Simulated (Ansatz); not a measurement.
**BaS: relaxing the cell moves the phonons**

BaS in the rock-salt structure, in a typed cell, not relaxed.

```
Ba S
1.0
     0.00000    3.22500    3.22500
     3.22500    0.00000    3.22500
     3.22500    3.22500    0.00000
Ba S
1 1
Direct
  0.00000 0.00000 0.00000
  0.50000 0.50000 0.50000
```

Method (Ansatz, development build): PBE; Ansatz hand-made PAW at 510 eV; k mesh 6×6×6; fixed occupations; no spin. Harmonic phonons by linear response, frequencies in cm⁻¹, imaginary ones marked i; at Γ the three translations are left out and no LO–TO term is added.

Caveats: coarse k mesh.

At 33.54 Å³ an atom it gives top Γ mode (cm⁻¹) 132; lowest mode at X = [0.5, 0, 0.5] (cm⁻¹) 64; top mode at X = [0.5, 0, 0.5] (cm⁻¹) 167; mean ε∞ 4.71; mean Born charge of Ba (e) 2.60.

Problem. Now relax cell and atoms with PBE and repeat. What volume and frequencies result?

Solution. 
```tsv
cell	cutoff (eV)	volume (Å³/atom)	top Γ mode (cm⁻¹)	lowest mode at X = [0.5, 0, 0.5] (cm⁻¹)	top mode at X = [0.5, 0, 0.5] (cm⁻¹)	mean ε∞	mean Born charge of Ba (e)
relaxed cell	510	33.20	135	64	170	4.73	2.60
```
